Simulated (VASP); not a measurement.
# GaAs (F-43m) in VASP: a series of runs

Runs on GaAs. Level: PBE. Tasks: G0W0 quasiparticle levels.

All numbers are computed with VASP 6.6.1; they aren't measurements. Logs are shortened: lines on timing, memory, paths and dates and some standing lists are left out, and cuts for length are marked.

**1. Starting point**

Symmetry: F-43m, No. 216, cubic system. The conventional cell has a = 5.654 Å, b = 5.654 Å, c = 5.654 Å, α = 90.00°, β = 90.00°, γ = 90.00°. Around As (site symmetry -43m) lie 4 Ga at 2.45 Å. Around Ga (site symmetry -43m) lie 4 As at 2.45 Å.

**2. G0W0 quasiparticle levels, PBE**

The input, POSCAR:

```
GaAs
1.0
    0.0000000000      2.8268500000      2.8268500000
    2.8268500000      0.0000000000      2.8268500000
    2.8268500000      2.8268500000      0.0000000000
As Ga
1 1
Direct
    0.7500000000      0.7500000000      0.7500000000
    0.0000000000      0.0000000000      0.0000000000
```

The input, INCAR.step1:

```
SYSTEM = GaAs
PREC = Accurate
ENCUT = 450
EDIFF = 1E-8
ISMEAR = 0
SIGMA = 0.01
LREAL = .FALSE.
LASPH = .TRUE.
NELM = 60
ALGO = Fast
LWAVE = .TRUE.
LCHARG = .FALSE.
GGA = PE
```

The input, INCAR.step2:

```
SYSTEM = GaAs
PREC = Accurate
ENCUT = 450
EDIFF = 1E-8
ISMEAR = 0
SIGMA = 0.01
LREAL = .FALSE.
LASPH = .TRUE.
NELM = 1
ALGO = Exact
LWAVE = .TRUE.
LCHARG = .FALSE.
GGA = PE
NBANDS = 36
LOPTICS = .TRUE.
ISTART = 1
```

The input, INCAR.step3:

```
SYSTEM = GaAs
PREC = Accurate
ENCUT = 450
EDIFF = 1E-8
ISMEAR = 0
SIGMA = 0.01
LREAL = .FALSE.
LASPH = .TRUE.
ALGO = EVGW0
LWAVE = .FALSE.
LCHARG = .FALSE.
GGA = PE
NELMGW = 1
NBANDS = 36
ENCUTGW = 50
NOMEGA = 48
PRECFOCK = Fast
ISTART = 1
NBANDSGW = 17
```

The input, KPOINTS:

```
Automatic mesh
0
G
  3 3 3
  0 0 0
```

Potentials or basis: VASP PAW PBE potentials, release 64 (As_GW, Ga_d_GW).

The run is started by

```console
$ cat potpaw_PBE.64/As_GW/POTCAR potpaw_PBE.64/Ga_d_GW/POTCAR > POTCAR
$ cp INCAR.step1 INCAR
$ mpirun -np 1 vasp_std > vasp.out
$ cp INCAR.step2 INCAR
$ mpirun -np 1 vasp_std > vasp.out
$ cp INCAR.step3 INCAR
$ mpirun -np 1 vasp_std > vasp.out
```

OUTCAR:

```text
SYSTEM = GaAs
   PREC = Accurate
   ENCUT = 450
   EDIFF = 1E-8
   ISMEAR = 0
   LREAL = .FALSE.
   LASPH = .TRUE.
   GGA = PE
   NELMGW = 1
   ENCUTGW = 50
   PRECFOCK = Fast
   ISTART = 1

 Found      4 irreducible k-points:

 Following reciprocal coordinates:
            Coordinates               Weight
  0.000000  0.000000  0.000000      1.000000
  0.333333  0.000000  0.000000      8.000000
  0.333333  0.333333  0.000000      6.000000
 -0.333333  0.333333  0.000000     12.000000
   k-points           NKPTS =      4   k-points in BZ     NKDIM =     27   number of bands    NBANDS=     36
   number of dos      NEDOS =    301   number of ions     NIONS =      2
   total plane-waves  NPLWV =  21952
   dimension x,y,z NGX =    28 NGY =   28 NGZ =   28
   dimension x,y,z NGXF=    56 NGYF=   56 NGZF=   56
   ions per type =               1   1
   NGX,Y,Z   is equivalent  to a cutoff of  11.64, 11.64, 11.64 a.u.
   NGXF,Y,Z  is equivalent  to a cutoff of  23.29, 23.29, 23.29 a.u.
 SYSTEM =  GaAs
   PREC   = accura    normal or accurate (medium, high low for compatibility)
   ISTART =      1    job   : 0-new  1-cont  2-samecut
   ICHARG =      0    charge: 1-file 2-atom 10-const
   ISPIN  =      1    spin polarized calculation?
   LNONCOLLINEAR =      F non collinear calculations
   LSORBIT =      F    spin-orbit coupling
   LASPH  =      T    aspherical Exc in radial PAW
   ENCUT  =  450.0 eV  33.07 Ry    5.75 a.u.   6.91  6.91  6.91*2*pi/ulx,y,z
   NELM   =     60;   NELMIN=  2; NELMDL=  0     # of ELM steps
   EDIFF  = 0.1E-07   stopping-criterion for ELM
   LREAL  =      F    real-space projection
   EDIFFG = 0.1E-06   stopping-criterion for IOM
   NSW    =      0    number of steps for IOM
   IBRION =     -1    ionic relax: 0-MD 1-quasi-New 2-CG
   NFREE  =      0    steps in history (QN), initial steepest desc. (CG)
   ISIF   =      0    stress and relaxation
   ISYM   =      3    0-nonsym 1-usesym 2-fastsym
   POTIM  = 0.5000    time-step for ionic-motion
   TEBEG  =    0.0;   TEEND  =   0.0 temperature during run
   PSTRESS=    0.0 pullay stress
   NELECT =      18.0000    total number of electrons
   NUPDOWN=      -1.0000    fix difference up-down
   EMIN   =  10.00;   EMAX   =-10.00  energy-range for DOS
   EFERMI =   0.00;   METHOD = LEGACY
   ISMEAR =     0;   SIGMA  =   0.01  broadening in eV -4-tet -1-fermi 0-gaus
   EFERMI_NEDOS =   21; number of points for ismear=-14 and -15
   IALGO  =     38    algorithm
   IMIX   =      4    mixing-type and parameters
     AMIX     =   0.40;   BMIX     =  1.00
     AMIX_MAG =   1.60;   BMIX_MAG =  1.00
  volume/ion in A,a.u.               =      22.59       152.44
  Fermi-wavevector in a.u.,A,eV,Ry     =   1.204628  2.276417 19.743799  1.451128
  Thomas-Fermi vector in A             =   2.340347
   LORBIT       =      0    0 simple, 1 ext, 2 COOP (PROOUT), +10 PAW based schemes
   GGA     = PE    functional components
   LHFCALC =     T    Hartree Fock is set to
   PRECFOCK=fast      Normal, Fast or Accurate (Low or Medium for compatibility)
   ENCUT4O =  -1.0   cutoff for four orbital integrals eV
   NKREDX  =     1    reduce k-point grid by
   NKREDY  =     1    reduce k-point grid by
   NKREDZ  =     1    reduce k-point grid by
   AEXX    =    1.0000 exact exchange contribution
   HFSCREEN=    0.0000 screening length (either q_TF or 0.3 A-1)
   HFSCREENC=   0.0000 screening length for correlation (either q_TF or 0.3 A-1)
   ENCUTFOCK=  -1.0 apply spherical cutoff to Coloumb kernel
   IVDW    =     0    specifies the selected vdW correction
   LEPSILON=     F    determine dielectric tensor
   LRPA    =     F    only Hartree local field effects (RPA)
   LRPAFORCE           =     F    calculate RPA forces
   ENCUTGW             =  50.0    cutoff for response function in eV
   ENCUTGWSOFT         =  40.0    soft cutoff for Coulomb kernel in GW response function in eV
   ENCUTLF             =  -1.0    cutoff for local field effects
   NELMGW              =     1    number of iterations in solving QP/BSE equation
   NELMHF              =     1    number of iterations in the inner HF iteration
   NKREDLFX            =     1    NKREDLFY  =   1   NKREDLFZ  =   1
 non-spin polarized calculation
 Gauss-broadening in eV      SIGMA  =   0.01
  energy-cutoff  :      450.00
  volume of cell :       45.18
 maximum number of plane-waves:      1002
  NGX = 16; NGY = 16; NGZ = 16
   NGX = 13   NGY = 13   NGZ = 13
 maximum number of plane-waves:        39
 NGX is ok and might be reduce to    10

 QP shifts <psi_nk| G(iteration)W_0 |psi_nk>: iteration 1
 for sc-GW calculations column KS-energies equals QP-energies in previous step
 and V_xc(KS)=  KS-energies - (<T + V_ion + V_H > + <T+V_H+V_ion>^1  + <V_x>^1)

 k-point   1 :       0.0000    0.0000    0.0000
  band No.  KS-energies  QP-energies   sigma(KS)   V_xc(KS)     V^pw_x(r,r')   Z            occupation Imag(sigma)

      1     -10.9652     -14.4993     -26.8923     -21.7129     -35.0607       0.6823       2.0000       0.3111
      2     -10.9652     -14.4993     -26.8923     -21.7129     -35.0607       0.6823       2.0000       0.3111
      3     -10.9652     -14.4993     -26.8923     -21.7129     -35.0607       0.6823       2.0000       0.3111
      4     -10.8897     -14.4476     -27.0224     -21.8097     -35.1532       0.6826       2.0000       0.2747
      5     -10.8897     -14.4476     -27.0224     -21.8097     -35.1532       0.6826       2.0000       0.2747
      6      -8.7613      -8.8484     -11.2537     -11.1300     -18.0691       0.7047       2.0000       1.1824
[... 9 lines left out ...]
     16      14.0011      14.4292      -9.2602      -9.8151      -4.4894       0.7715       0.0000      -0.3190
     17      15.4490      15.5861      -7.4642      -7.6397      -2.1672       0.7818       0.0000      -0.4912

 k-point   2 :       0.3333    0.0000    0.0000
  band No.  KS-energies  QP-energies   sigma(KS)   V_xc(KS)     V^pw_x(r,r')   Z            occupation Imag(sigma)

      1     -11.0225     -14.4527     -26.4624     -21.4304     -34.6357       0.6817       2.0000       0.3333
      2     -10.9498     -14.4982     -26.9287     -21.7414     -35.0934       0.6840       2.0000       0.3085
      3     -10.9498     -14.4982     -26.9287     -21.7414     -35.0934       0.6840       2.0000       0.3085
      4     -10.8879     -14.4561     -27.0277     -21.8152     -35.1625       0.6845       2.0000       0.2744
      5     -10.8879     -14.4561     -27.0277     -21.8152     -35.1625       0.6845       2.0000       0.2744
      6      -7.6086      -7.7230     -11.8788     -11.7148     -18.3635       0.6975       2.0000       0.9812
[... 9 lines left out ...]
     16      13.5616      13.8971      -8.8510      -9.2856      -3.9861       0.7720       0.0000      -0.3522
     17      17.4297      18.0037      -8.6445      -9.3920      -3.0327       0.7679       0.0000      -0.6934

 k-point   3 :       0.3333    0.3333    0.0000
  band No.  KS-energies  QP-energies   sigma(KS)   V_xc(KS)     V^pw_x(r,r')   Z            occupation Imag(sigma)

      1     -11.0487     -14.4550     -26.3989     -21.3931     -34.5827       0.6805       2.0000       0.3379
      2     -10.9292     -14.4974     -26.9942     -21.7888     -35.1581       0.6855       2.0000       0.3051
      3     -10.9292     -14.4974     -26.9942     -21.7888     -35.1581       0.6855       2.0000       0.3051
      4     -10.9078     -14.4422     -26.9476     -21.7545     -35.0769       0.6806       2.0000       0.2768
      5     -10.8802     -14.4580     -27.0415     -21.8295     -35.1791       0.6865       2.0000       0.2721
      6      -7.1933      -7.2960     -11.9464     -11.7998     -18.2771       0.7009       2.0000       0.9200
[... 9 lines left out ...]
     16      17.0271      17.5296      -8.4188      -9.0752      -2.9007       0.7656       0.0000      -0.6312
     17      19.2178      19.4791      -8.0570      -8.3959      -2.4711       0.7711       0.0000      -0.8012

 k-point   4 :      -0.3333    0.3333    0.0000
  band No.  KS-energies  QP-energies   sigma(KS)   V_xc(KS)     V^pw_x(r,r')   Z            occupation Imag(sigma)

      1     -11.0523     -14.4395     -26.3412     -21.3600     -34.5293       0.6800       2.0000       0.3426
      2     -10.9358     -14.4928     -26.9630     -21.7622     -35.1196       0.6839       2.0000       0.3007
      3     -10.9284     -14.5018     -26.9921     -21.7908     -35.1572       0.6870       2.0000       0.3061
      4     -10.8975     -14.4503     -26.9961     -21.7897     -35.1296       0.6824       2.0000       0.2754
      5     -10.8864     -14.4582     -27.0231     -21.8146     -35.1595       0.6858       2.0000       0.2731
      6      -6.4238      -6.5083     -12.4282     -12.3079     -18.5480       0.7016       2.0000       0.8098
[... 9 lines left out ...]
     16      18.2111      18.7248      -8.2888      -8.9499      -2.7256       0.7771       0.0000      -0.7261
     17      18.6244      18.9583      -7.8443      -8.2679      -2.3578       0.7881       0.0000      -0.7349
```

It took 37 s on 1 thread of Intel Xeon Platinum 8259CL at 2.50GHz (Skylake/Cascade Lake), shared host; peak memory 0.28 GiB.

These settings aren't checked as converged: the numbers below hold their error.

Results:

```yaml
Band_gap_on_the_k_mesh_mean-field_level: 0.49 eV, direct
Quasiparticle_gap: 1.45 eV
Least_direct_quasiparticle_gap: 1.45 eV
```

Caveat: the k mesh is coarse (spacing up to 0.64 Å⁻¹), so the values aren't converged; bands, screening cutoff and mesh are small and nothing is extrapolated, so the quasiparticle values aren't converged.

**3. G0W0 quasiparticle levels, PBE**

POSCAR is that of step 2.

INCAR.step1 is that of step 2.

INCAR.step2 is that of step 2.

Changes to INCAR.step3 since step 2:

```diff
@@ -14,3 +14,3 @@
 NBANDS = 36
-ENCUTGW = 50
+ENCUTGW = 75
 NOMEGA = 48
```

KPOINTS is that of step 2.

Potentials or basis: VASP PAW PBE potentials, release 64 (As_GW, Ga_d_GW).

The run is started by

```console
$ cat potpaw_PBE.64/As_GW/POTCAR potpaw_PBE.64/Ga_d_GW/POTCAR > POTCAR
$ cp INCAR.step1 INCAR
$ mpirun -np 1 vasp_std > vasp.out
$ cp INCAR.step2 INCAR
$ mpirun -np 1 vasp_std > vasp.out
$ cp INCAR.step3 INCAR
$ mpirun -np 1 vasp_std > vasp.out
```

OUTCAR:

```text
SYSTEM = GaAs
   PREC = Accurate
   ENCUT = 450
   EDIFF = 1E-8
   ISMEAR = 0
   LREAL = .FALSE.
   LASPH = .TRUE.
   GGA = PE
   NELMGW = 1
   ENCUTGW = 75
   PRECFOCK = Fast
   ISTART = 1

 Found      4 irreducible k-points:

 Following reciprocal coordinates:
            Coordinates               Weight
  0.000000  0.000000  0.000000      1.000000
  0.333333  0.000000  0.000000      8.000000
  0.333333  0.333333  0.000000      6.000000
 -0.333333  0.333333  0.000000     12.000000
   k-points           NKPTS =      4   k-points in BZ     NKDIM =     27   number of bands    NBANDS=     36
   number of dos      NEDOS =    301   number of ions     NIONS =      2
   total plane-waves  NPLWV =  21952
   dimension x,y,z NGX =    28 NGY =   28 NGZ =   28
   dimension x,y,z NGXF=    56 NGYF=   56 NGZF=   56
   ions per type =               1   1
   NGX,Y,Z   is equivalent  to a cutoff of  11.64, 11.64, 11.64 a.u.
   NGXF,Y,Z  is equivalent  to a cutoff of  23.29, 23.29, 23.29 a.u.
 SYSTEM =  GaAs
   PREC   = accura    normal or accurate (medium, high low for compatibility)
   ISTART =      1    job   : 0-new  1-cont  2-samecut
   ICHARG =      0    charge: 1-file 2-atom 10-const
   ISPIN  =      1    spin polarized calculation?
   LNONCOLLINEAR =      F non collinear calculations
   LSORBIT =      F    spin-orbit coupling
   LASPH  =      T    aspherical Exc in radial PAW
   ENCUT  =  450.0 eV  33.07 Ry    5.75 a.u.   6.91  6.91  6.91*2*pi/ulx,y,z
   NELM   =     60;   NELMIN=  2; NELMDL=  0     # of ELM steps
   EDIFF  = 0.1E-07   stopping-criterion for ELM
   LREAL  =      F    real-space projection
   EDIFFG = 0.1E-06   stopping-criterion for IOM
   NSW    =      0    number of steps for IOM
   IBRION =     -1    ionic relax: 0-MD 1-quasi-New 2-CG
   NFREE  =      0    steps in history (QN), initial steepest desc. (CG)
   ISIF   =      0    stress and relaxation
   ISYM   =      3    0-nonsym 1-usesym 2-fastsym
   POTIM  = 0.5000    time-step for ionic-motion
   TEBEG  =    0.0;   TEEND  =   0.0 temperature during run
   PSTRESS=    0.0 pullay stress
   NELECT =      18.0000    total number of electrons
   NUPDOWN=      -1.0000    fix difference up-down
   EMIN   =  10.00;   EMAX   =-10.00  energy-range for DOS
   EFERMI =   0.00;   METHOD = LEGACY
   ISMEAR =     0;   SIGMA  =   0.01  broadening in eV -4-tet -1-fermi 0-gaus
   EFERMI_NEDOS =   21; number of points for ismear=-14 and -15
   IALGO  =     38    algorithm
   IMIX   =      4    mixing-type and parameters
     AMIX     =   0.40;   BMIX     =  1.00
     AMIX_MAG =   1.60;   BMIX_MAG =  1.00
  volume/ion in A,a.u.               =      22.59       152.44
  Fermi-wavevector in a.u.,A,eV,Ry     =   1.204628  2.276417 19.743799  1.451128
  Thomas-Fermi vector in A             =   2.340347
   LORBIT       =      0    0 simple, 1 ext, 2 COOP (PROOUT), +10 PAW based schemes
   GGA     = PE    functional components
   LHFCALC =     T    Hartree Fock is set to
   PRECFOCK=fast      Normal, Fast or Accurate (Low or Medium for compatibility)
   ENCUT4O =  -1.0   cutoff for four orbital integrals eV
   NKREDX  =     1    reduce k-point grid by
   NKREDY  =     1    reduce k-point grid by
   NKREDZ  =     1    reduce k-point grid by
   AEXX    =    1.0000 exact exchange contribution
   HFSCREEN=    0.0000 screening length (either q_TF or 0.3 A-1)
   HFSCREENC=   0.0000 screening length for correlation (either q_TF or 0.3 A-1)
   ENCUTFOCK=  -1.0 apply spherical cutoff to Coloumb kernel
   IVDW    =     0    specifies the selected vdW correction
   LEPSILON=     F    determine dielectric tensor
   LRPA    =     F    only Hartree local field effects (RPA)
   LRPAFORCE           =     F    calculate RPA forces
   ENCUTGW             =  75.0    cutoff for response function in eV
   ENCUTGWSOFT         =  60.0    soft cutoff for Coulomb kernel in GW response function in eV
   ENCUTLF             =  -1.0    cutoff for local field effects
   NELMGW              =     1    number of iterations in solving QP/BSE equation
   NELMHF              =     1    number of iterations in the inner HF iteration
   NKREDLFX            =     1    NKREDLFY  =   1   NKREDLFZ  =   1
 non-spin polarized calculation
 Gauss-broadening in eV      SIGMA  =   0.01
  energy-cutoff  :      450.00
  volume of cell :       45.18
 maximum number of plane-waves:      1002
  NGX = 16; NGY = 16; NGZ = 16
   NGX = 13   NGY = 13   NGZ = 13
 maximum number of plane-waves:        72
 NGX is ok and might be reduce to    14

 QP shifts <psi_nk| G(iteration)W_0 |psi_nk>: iteration 1
 for sc-GW calculations column KS-energies equals QP-energies in previous step
 and V_xc(KS)=  KS-energies - (<T + V_ion + V_H > + <T+V_H+V_ion>^1  + <V_x>^1)

 k-point   1 :       0.0000    0.0000    0.0000
  band No.  KS-energies  QP-energies   sigma(KS)   V_xc(KS)     V^pw_x(r,r')   Z            occupation Imag(sigma)

      1     -10.9652     -14.1499     -26.3543     -21.7129     -35.0607       0.6861       2.0000       0.3131
      2     -10.9652     -14.1499     -26.3543     -21.7129     -35.0607       0.6861       2.0000       0.3131
      3     -10.9652     -14.1499     -26.3543     -21.7129     -35.0607       0.6861       2.0000       0.3131
      4     -10.8897     -14.0974     -26.4790     -21.8097     -35.1532       0.6870       2.0000       0.2769
      5     -10.8897     -14.0974     -26.4790     -21.8097     -35.1532       0.6870       2.0000       0.2769
      6      -8.7613      -8.8851     -11.3060     -11.1300     -18.0691       0.7035       2.0000       1.1901
[... 9 lines left out ...]
     16      14.0011      14.4428      -9.2427      -9.8151      -4.4894       0.7717       0.0000      -0.3214
     17      15.4490      15.6196      -7.4213      -7.6397      -2.1672       0.7815       0.0000      -0.4832

 k-point   2 :       0.3333    0.0000    0.0000
  band No.  KS-energies  QP-energies   sigma(KS)   V_xc(KS)     V^pw_x(r,r')   Z            occupation Imag(sigma)

      1     -11.0225     -14.1163     -25.9450     -21.4304     -34.6357       0.6853       2.0000       0.3361
      2     -10.9498     -14.1467     -26.3897     -21.7414     -35.0934       0.6878       2.0000       0.3102
      3     -10.9498     -14.1467     -26.3897     -21.7414     -35.0934       0.6878       2.0000       0.3102
      4     -10.8879     -14.1032     -26.4843     -21.8152     -35.1625       0.6886       2.0000       0.2763
      5     -10.8879     -14.1032     -26.4843     -21.8152     -35.1625       0.6886       2.0000       0.2763
      6      -7.6086      -7.7603     -11.9326     -11.7148     -18.3635       0.6960       2.0000       0.9833
[... 9 lines left out ...]
     16      13.5616      13.9136      -8.8298      -9.2856      -3.9861       0.7721       0.0000      -0.3505
     17      17.4297      17.9923      -8.6580      -9.3920      -3.0327       0.7664       0.0000      -0.6935

 k-point   3 :       0.3333    0.3333    0.0000
  band No.  KS-energies  QP-energies   sigma(KS)   V_xc(KS)     V^pw_x(r,r')   Z            occupation Imag(sigma)

      1     -11.0487     -14.1212     -25.8849     -21.3931     -34.5827       0.6840       2.0000       0.3406
      2     -10.9292     -14.1427     -26.4532     -21.7888     -35.1581       0.6889       2.0000       0.3067
      3     -10.9292     -14.1427     -26.4532     -21.7888     -35.1581       0.6889       2.0000       0.3067
      4     -10.9078     -14.0945     -26.4072     -21.7545     -35.0769       0.6849       2.0000       0.2792
      5     -10.8802     -14.1025     -26.4973     -21.8295     -35.1791       0.6903       2.0000       0.2735
      6      -7.1933      -7.3371     -12.0051     -11.7998     -18.2771       0.7003       2.0000       0.9219
[... 9 lines left out ...]
     16      17.0271      17.5243      -8.4246      -9.0752      -2.9007       0.7642       0.0000      -0.6309
     17      19.2178      19.4983      -8.0323      -8.3959      -2.4711       0.7716       0.0000      -0.7974

 k-point   4 :      -0.3333    0.3333    0.0000
  band No.  KS-energies  QP-energies   sigma(KS)   V_xc(KS)     V^pw_x(r,r')   Z            occupation Imag(sigma)

      1     -11.0523     -14.1089     -25.8304     -21.3600     -34.5293       0.6837       2.0000       0.3459
      2     -10.9358     -14.1408     -26.4230     -21.7622     -35.1196       0.6877       2.0000       0.3022
      3     -10.9284     -14.1461     -26.4511     -21.7908     -35.1572       0.6905       2.0000       0.3077
      4     -10.8975     -14.0996     -26.4541     -21.7897     -35.1296       0.6865       2.0000       0.2774
      5     -10.8864     -14.1037     -26.4797     -21.8146     -35.1595       0.6896       2.0000       0.2745
      6      -6.4238      -6.5560     -12.4961     -12.3079     -18.5480       0.7020       2.0000       0.8113
[... 9 lines left out ...]
     16      18.2111      18.7183      -8.2966      -8.9499      -2.7256       0.7764       0.0000      -0.7266
     17      18.6244      18.9776      -7.8200      -8.2679      -2.3578       0.7885       0.0000      -0.7283
```

It took 44 s on 1 thread of Intel Xeon Platinum 8259CL at 2.50GHz (Skylake/Cascade Lake), shared host; peak memory 0.27 GiB.

The run converged, but some of its settings lie outside the range that counts as converged, so its numbers aren't taken as properties of the crystal.

Results:

```
Band gap on the k mesh, mean-field level : 0.49 eV, direct
Quasiparticle gap                        : 1.47 eV
Least direct quasiparticle gap           : 1.47 eV
```

Caveat: the k mesh is coarse (spacing up to 0.64 Å⁻¹), so the values aren't converged; bands, screening cutoff and mesh are small and nothing is extrapolated, so the quasiparticle values aren't converged.
